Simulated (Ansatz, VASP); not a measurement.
Given: the input of a run of VASP 6.6.1 on NiO. 

The input INCAR:

```
PREC     = Accurate       # precision mode
ENCUT    = 600            # plane-wave cutoff, eV
EDIFF    = 1E-6           # SCF threshold, eV
ISMEAR   = -1             # smearing method
SIGMA    = 0.05           # smearing width, eV
LREAL    = False          # projectors in reciprocal space
LASPH    = True           # aspherical terms in the spheres
NELM     = 120            # most SCF steps
ALGO     = Normal         # electronic algorithm
ISIF     = 3              # what is computed and relaxed
LWAVE    = False          # write WAVECAR
LCHARG   = False          # write CHGCAR
ISPIN    = 2              # spin polarisation
MAGMOM   = 1 0            # initial moments
LORBIT   = 11             # projections on sites
LMAXMIX  = 4              # l up to which the mixer works
GGA      = PS             # functional
IVDW     = 12             # dispersion correction
IBRION   = 2              # ionic algorithm
NSW      = 60             # ionic steps
EDIFFG   = -0.01          # ionic threshold
```

Contents of KPOINTS:

```
regular mesh
0
Gamma
  11 11 11
```

File POSCAR:

```
NiO
1.0
    0.0000000000      2.0859016414      2.0859016414
    2.0859016414      0.0000000000      2.0859016414
    2.0859016414      2.0859016414      0.0000000000
Ni O
1 1
Direct
    0.0000000000      0.0000000000      0.0000000000
    0.5000000000      0.5000000000      0.5000000000
```

Potentials or basis: VASP PAW PBE potentials, release 64 (Ni, O).

Command:

```console
$ cat potpaw_PBE.64/Ni/POTCAR potpaw_PBE.64/O/POTCAR > POTCAR
$ mpirun -np 1 vasp_std > vasp.out
```

Q: What does the same run look like in Ansatz 0.2.0? Potentials or basis there: Ansatz PAW, cutoff 420 eV.

A: As run (cutoffs and basis follow the program's own potentials, and thresholds, step limits or extra output files can differ):

File input.yaml:

```yaml
crystal:
  lattice:
    - [0.0, 2.0859016414, 2.0859016414]
    - [2.0859016414, 0.0, 2.0859016414]
    - [2.0859016414, 2.0859016414, 0.0]
  atoms:
    - { symbol: Ni, position: [0.0, 0.0, 0.0], spin: 1.0 }
    - { symbol: O, position: [0.5, 0.5, 0.5] }
hamiltonian:
  xc: pbesol
  pseudopotentials: { kind: paw }
  dispersion: d3bj
magnetization:
  spin_polarized: true
kpoints:
  mp_grid: { grid: [11, 11, 11] }
scf:
  occupations: { method: fermi_dirac, width: 0.05 }
output:
  forces: true
  stress: true
relax:
  f_tol: 0.01
  max_steps: 40
  cell: { stress_tol: 0.05 }
```

Potentials or basis: Ansatz PAW.

Run with:

```console
$ ansatz run input.yaml --threads 2 --pin off --max-ram 5120MiB --backend cpu --events-out ev --progress --plain --runs-dir out
```

Both were run:

|  | VASP | Ansatz |
| --- | --- | --- |
| Relaxed volume | 8.63 Å³/atom | 8.65 Å³/atom |
| Relaxed cell | a = 2.900 Å, b = 2.900 Å, c = 2.900 Å, α = 60.00°, β = 60.00°, γ = 60.00° | a = 2.903 Å, b = 2.903 Å, c = 2.903 Å, α = 60.00°, β = 60.00°, γ = 60.00° |
| Space group after relaxing | Fm-3m (No. 225) | Fm-3m (No. 225) |
| Pressure after relaxing | 0.1 GPa | 0.0 GPa |
| Net moment | 1.20 μB per cell | 1.26 μB per cell |

Ansatz's pressure holds a Pulay term of +0.79 GPa for its cutoff of 420 eV, which the other run lacks.

The potentials hold 16 and 24 valence electrons a cell.

VASP's potentials were made for PBE. Ansatz's potentials were made for PBE.

Where Ansatz's input types no cutoff or centring, it takes its own default and a Γ-centred mesh.

The magnetic state is the one that the start led to; the real crystal's order can differ.

Pressure is positive in compression.
